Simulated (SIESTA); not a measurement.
TiSi under changes of volume

One of the cells (14.922 Å³/atom); the others are scaled copies at fixed shape and fractional positions:

```
Ti Si
1.0
     1.82821   -2.13165    0.00000
     1.82821    2.13165    0.00000
     0.00000    0.00000    3.82913
Ti Si
1 1
Direct
  0.50000 0.50000 0.00000
  0.00000 0.00000 0.50000
```

The cell comes from a database or a generator and needn't be the stable form of this composition.

| Quantity | Value |
| --- | --- |
| Program | SIESTA 5.4.2 |
| Functional | PBEsol |
| Potentials or basis | PseudoDojo 0.4 standard (PBEsol files) |
| Basis | DZP (energy shift 0.003 Ry; two zetas on semicore shells) |
| Grid cutoff | 800 Ry |
| Energy shift | 0.003 Ry |
| k mesh | 10 × 10 × 7 |
| Occupations | fermi-dirac, width 0.05 eV |
| Spin | no spin polarisation |

| volume (Å³/atom) | energy over the lowest point (meV/atom) | pressure (GPa) |
| --- | --- | --- |
| 13.752 | 7.53 | 5.4 |
| 14.045 | 0.85 | 2.0 |
| 14.337 | 0.00 | -1.0 |
| 14.922 | 13.68 | -6.3 |
| 15.215 | ? | ? |
| 15.508 | 44.80 | -10.5 |

Problem. What does the run at 15.215 Å³/atom give?

Solution. Energy over the lowest point 27.30 meV/atom; pressure -8.5 GPa.

Worked out: A Birch-Murnaghan fit of order 3 (a polynomial in V^(-2/3)) to the other rows has its minimum at 14.23 Å³/atom with B0 = V·E''(V) = 146 GPa and B' = 3.8 at fixed shape and positions, which overstates the stiffness. It gives 27.27 meV/atom at 15.215 Å³/atom, against the run's 27.30, and -dE/dV = -8.5 GPa, against -8.5.

Energies are extrapolated to zero smearing.

Caveats: the basis of atomic orbitals isn't converged, which shifts pressures, moduli and gaps.
